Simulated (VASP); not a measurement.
# SnO2 (Cassiterite) (P4_2/mnm) in VASP: notebook

One crystal, SnO2 (Cassiterite), is run at these levels: PBE, PBE+D3(BJ); tasks: Born charges and dielectric tensor, phonons, equation of state.

All numbers are computed with VASP 6.6.1; they aren't measurements. Logs are shortened: lines on timing, memory, paths and dates and some standing lists are left out, and cuts for length are marked.

### Step 1. The crystal as given

It takes space group P4_2/mnm (No. 136, tetragonal). Conventional cell: a = 4.738 Å, b = 4.738 Å, c = 3.187 Å, α = 90.00°, β = 90.00°, γ = 90.00°. Around Sn (site symmetry mmm) lie 6 O at 2.05 to 2.06 Å. O (site symmetry m2m) is surrounded by 3 Sn at 2.05 to 2.06 Å.

### Step 2. Born charges and dielectric tensor, PBE

INCAR reads:

```
PREC = Accurate
ENCUT = 520
EDIFF = 1E-8
ISMEAR = 0
SIGMA = 0.02
LREAL = False
LASPH = True
NELM = 100
ALGO = Fast
ISIF = 2
LWAVE = False
LCHARG = False
GGA = PE
LEPSILON = True
KPAR = 4
```

KPOINTS reads:

```
regular mesh
0
Gamma
  6 6 8
```

POSCAR reads:

```
SnO2
1.0
    4.7380000000      0.0000000000      0.0000000000
    0.0000000000      4.7380000000      0.0000000000
    0.0000000000      0.0000000000      3.1865000000
Sn O
2 4
Direct
    0.5000000000      0.5000000000      0.5000000000
    0.0000000000      0.0000000000      0.0000000000
    0.8071000000      0.1929000000      0.5000000000
    0.6929000000      0.6929000000      0.0000000000
    0.1929000000      0.8071000000      0.5000000000
    0.3071000000      0.3071000000      0.0000000000
```

Potentials or basis: VASP PAW PBE potentials, release 64 (Sn_d, O).

The run is started by

```sh
> cat potpaw_PBE.64/Sn_d/POTCAR potpaw_PBE.64/O/POTCAR > POTCAR
> mpirun -np 4 vasp_std > vasp.out
```

OUTCAR:

```text
PREC = Accurate
   ENCUT = 520
   EDIFF = 1E-8
   ISMEAR = 0
   LREAL = False
   LASPH = True
   NELM = 100
   ISIF = 2
   GGA = PE
   LEPSILON = True

 ion  position               nearest neighbor table
   1  0.500  0.500  0.500-   4 2.05   6 2.05   4 2.05   6 2.05   5 2.06   3 2.06   2 3.71   2 3.71
                             2 3.71   2 3.71   2 3.71   2 3.71   2 3.71   2 3.71
   2  0.000  0.000  0.000-   3 2.05   5 2.05   3 2.05   5 2.05   4 2.06   6 2.06   1 3.71   1 3.71
                             1 3.71   1 3.71   1 3.71   1 3.71   1 3.71   1 3.71
   3  0.807  0.193  0.500-   2 2.05   2 2.05   1 2.06
   4  0.693  0.693  0.000-   1 2.05   1 2.05   2 2.06
   5  0.193  0.807  0.500-   2 2.05   2 2.05   1 2.06
   6  0.307  0.307  0.000-   1 2.05   1 2.05   2 2.06

  LATTYP: Found a simple tetragonal cell.
 ALAT       =     4.7380000000
 C/A-ratio  =     0.6725411566

  Lattice vectors:

 A1 = (   4.7380000000,   0.0000000000,   0.0000000000)
 A2 = (   0.0000000000,   4.7380000000,   0.0000000000)
 A3 = (   0.0000000000,   0.0000000000,   3.1865000000)

Analysis of symmetry for initial positions (statically):
=====================================================================
 Subroutine PRICEL returns:
 Original cell was already a primitive cell.

 Routine SETGRP: Setting up the symmetry group for a
 simple tetragonal supercell.

 Subroutine GETGRP returns: Found 16 space group operations
 (whereof  8 operations were pure point group operations)
 out of a pool of 16 trial point group operations.

The static configuration has the point symmetry D_2h.
 The point group associated with its full space group is D_4h.

Analysis of symmetry for dynamics (positions and initial velocities):
=====================================================================
 Subroutine PRICEL returns:
 Original cell was already a primitive cell.

 Routine SETGRP: Setting up the symmetry group for a
 simple tetragonal supercell.

 Subroutine GETGRP returns: Found 16 space group operations
 (whereof  8 operations were pure point group operations)
 out of a pool of 16 trial point group operations.

The dynamic configuration has the point symmetry D_2h.
 The point group associated with its full space group is D_4h.

 Subroutine INISYM returns: Found 16 space group operations
 (whereof  8 operations are pure point group operations),
 and found     1 'primitive' translations

----------------------------------------------------------------------------------------

                                     Primitive cell

  volume of cell :      71.5326

  direct lattice vectors                    reciprocal lattice vectors
     4.738000000  0.000000000  0.000000000     0.211059519  0.000000000  0.000000000
     0.000000000  4.738000000  0.000000000     0.000000000  0.211059519  0.000000000
     0.000000000  0.000000000  3.186500000     0.000000000  0.000000000  0.313823945

  length of vectors
     4.738000000  4.738000000  3.186500000     0.211059519  0.211059519  0.313823945

  position of ions in fractional coordinates (direct lattice)
     0.500000000  0.500000000  0.500000000
     0.000000000  0.000000000  0.000000000
     0.807100000  0.192900000  0.500000000
     0.692900000  0.692900000  0.000000000
     0.192900000  0.807100000  0.500000000
     0.307100000  0.307100000  0.000000000

  ion indices of the primitive-cell ions
   primitive index   ion index
                 1           1
                 2           2
                 3           3
                 4           4
                 5           5
                 6           6

[... 111 lines left out ...]
--------------------------------------- Ionic step        1  -------------------------------------------

 number of electron      51.9999993 magnetization

 E-fermi :   6.2259     XC(G=0): -11.2575

 val. band max:        6.1435411804   @ k =   0.0000   0.0000   0.0000
 cond. band min:       7.4159309200   @ k =   0.0000   0.0000   0.0000
 fundamental gap:      1.2723897396
 Fermi energy:         6.2259075956

 k-point     1 :       0.0000    0.0000    0.0000
  band No.  band energies     occupation
      1     -14.9631      2.00000
      2     -14.1851      2.00000
      3     -13.9016      2.00000
      4     -13.8797      2.00000
      5     -13.8797      2.00000
      6     -13.7997      2.00000
[... 805 lines left out ...]
     30      14.9229      0.00000
     31      15.7026      0.00000

 [... further k-points ...]

  FORCE on cell =-STRESS in cart. coord.  units (eV):
  Direction    XX          YY          ZZ          XY          YZ          ZX
  --------------------------------------------------------------------------------------
  -------------------------------------------------------------------------------------
  Total        4.7787647      4.7787647      6.2524557      0.0000000      0.0000000      0.0000000
  in kB      107.0341080    107.0341080    140.0416335      0.0000000      0.0000000      0.0000000
  external PRESSURE =     118.0366165 kB  Pullay stress =       0.0000000 kB

 VOLUME and BASIS-vectors are now :
 -----------------------------------------------------------------------------
  energy-cutoff  :      520.00
  volume of cell :       71.53
      direct lattice vectors                 reciprocal lattice vectors
     4.738000000  0.000000000  0.000000000     0.211059519  0.000000000  0.000000000
     0.000000000  4.738000000  0.000000000     0.000000000  0.211059519  0.000000000
     0.000000000  0.000000000  3.186500000     0.000000000  0.000000000  0.313823945

 POSITION                                       TOTAL-FORCE (eV/Angst)
 -----------------------------------------------------------------------------------
      2.36900      2.36900      1.59325        -0.000000      0.000000      0.000000
      0.00000      0.00000      0.00000        -0.000000      0.000000      0.000000
      3.82404      0.91396      1.59325        -0.208155      0.208155      0.000000
      3.28296      3.28296      0.00000         0.208155      0.208155      0.000000
      0.91396      3.82404      1.59325         0.208155     -0.208155     -0.000000
      1.45504      1.45504      0.00000        -0.208155     -0.208155     -0.000000
 -----------------------------------------------------------------------------------
    total drift:                               -0.000000      0.000000      0.000000

  FREE ENERGIE OF THE ION-ELECTRON SYSTEM (eV)
  ---------------------------------------------------
  free  energy   TOTEN  =       -37.1594885964 eV

  energy  without entropy=      -37.1594885964  energy(sigma->0) =      -37.15948860

 HEAD OF MICROSCOPIC STATIC DIELECTRIC TENSOR (INDEPENDENT PARTICLE, excluding Hartree and local field effects)
 ------------------------------------------------------
           4.342513    -0.000000     0.000000
           0.000000     4.342513     0.000000
           0.000000     0.000000     4.648265
 ------------------------------------------------------

 Free energy of the ion-electron system (eV)
  ---------------------------------------------------
  ---------------------------------------------------
  free energy    TOTEN  =        -0.68961451 eV

  energy without entropy =       -0.68961451

------------------------ aborting loop because EDIFF is reached ----------------------------------------

--------------------------------------- Ionic step        2  -------------------------------------------

------------------------ aborting loop because EDIFF is reached ----------------------------------------

--------------------------------------- Ionic step        3  -------------------------------------------

 Free energy of the ion-electron system (eV)
  ---------------------------------------------------
  ---------------------------------------------------
  free energy    TOTEN  =        -0.75283796 eV

  energy without entropy =       -0.75283796

------------------------ aborting loop because EDIFF is reached ----------------------------------------

 PIEZOELECTRIC TENSOR FIELD DIRECTION 3  (e Angst)
 -----------------------------------------------------------------------------
     0.00160  0.00000  0.00000           ( -0.00001  0.00000  0.00000)
    -0.00000  0.00160  0.00000           (  0.00000 -0.00001  0.00000)
     0.00000  0.00000 -0.00498           (  0.00000  0.00000 -0.00016)

 PIEZOELECTRIC TENSOR FIELD DIRECTION 3  (C/m^2)
 -----------------------------------------------------------------------------
     0.00036  0.00000  0.00000
    -0.00000  0.00036  0.00000
     0.00000  0.00000 -0.00112

 MACROSCOPIC STATIC DIELECTRIC TENSOR (including local field effects in DFT)
 ------------------------------------------------------
           4.268784    -0.000000     0.000000
           0.000000     4.268784     0.000000
           0.000000     0.000000     4.564469
 ------------------------------------------------------

 PIEZOELECTRIC TENSOR (including local field effects)  for field in x, y, z        (e  Angst)
          XX          YY          ZZ          XY          YZ          ZX
  --------------------------------------------------------------------------------
  x     0.00000     0.00000     0.00000     0.00000     0.00000     0.00000
  y     0.00000     0.00000     0.00000     0.00000     0.00000     0.00000
  z     0.00000     0.00000     0.00000     0.00000     0.00000     0.00000

 PIEZOELECTRIC TENSOR (including local field effects)  for field in x, y, z        (C/m^2)
          XX          YY          ZZ          XY          YZ          ZX
  --------------------------------------------------------------------------------
  x     0.00000     0.00000     0.00000     0.00000     0.00000     0.00000
  y     0.00000     0.00000     0.00000     0.00000     0.00000     0.00000
  z     0.00000     0.00000     0.00000     0.00000     0.00000     0.00000

 BORN EFFECTIVE CHARGES (including local field effects) (in |e|, cummulative output)
 ---------------------------------------------------------------------------------
 ion    1
    1     4.08250    -0.44586     0.00000
    2    -0.44586     4.08250     0.00000
    3     0.00000     0.00000     4.46868
 ion    2
    1     4.08250     0.44586     0.00000
    2     0.44586     4.08250     0.00000
    3     0.00000     0.00000     4.46868
 ion    3
    1    -2.04125     0.69275     0.00000
    2     0.69275    -2.04125     0.00000
    3     0.00000     0.00000    -2.23434
 ion    4
    1    -2.04125    -0.69275     0.00000
    2    -0.69275    -2.04125     0.00000
    3     0.00000     0.00000    -2.23434
 ion    5
    1    -2.04125     0.69275     0.00000
    2     0.69275    -2.04125     0.00000
    3     0.00000     0.00000    -2.23434
 ion    6
    1    -2.04125    -0.69275     0.00000
    2    -0.69275    -2.04125     0.00000
    3     0.00000     0.00000    -2.23434
```

It took 3.1 min on 4 MPI ranks of Intel Xeon Platinum 8488C (Sapphire Rapids), shared host; peak memory 0.5 GiB.

What came out:

```yaml
Band_gap_on_the_k_mesh: 1.27 eV, direct
Electronic_dielectric_tensor_diagonal: 4.27, 4.27, 4.56
Born_charges_mean_of_the_diagonal: Sn +4.21; O -2.11 e
```

Electronic dielectric tensor:
```
4.27 0.00 0.00
0.00 4.27 0.00
0.00 0.00 4.56
```

Born effective charge tensors (e):
atom 1, Sn
```
 4.08 -0.45  0.00
-0.45  4.08  0.00
 0.00  0.00  4.47
```
atom 2, Sn
```
4.08 0.45 0.00
0.45 4.08 0.00
0.00 0.00 4.47
```
atom 3, O
```
-2.04  0.69  0.00
 0.69 -2.04  0.00
 0.00  0.00 -2.23
```
atom 4, O
```
-2.04 -0.69  0.00
-0.69 -2.04  0.00
 0.00  0.00 -2.23
```
atom 5, O
```
-2.04  0.69  0.00
 0.69 -2.04  0.00
 0.00  0.00 -2.23
```
atom 6, O
```
-2.04 -0.69  0.00
-0.69 -2.04  0.00
 0.00  0.00 -2.23
```

Caveat: spin-orbit coupling is left out, which moves the levels of the heavy elements.

(Continued in part 2 of 2.)
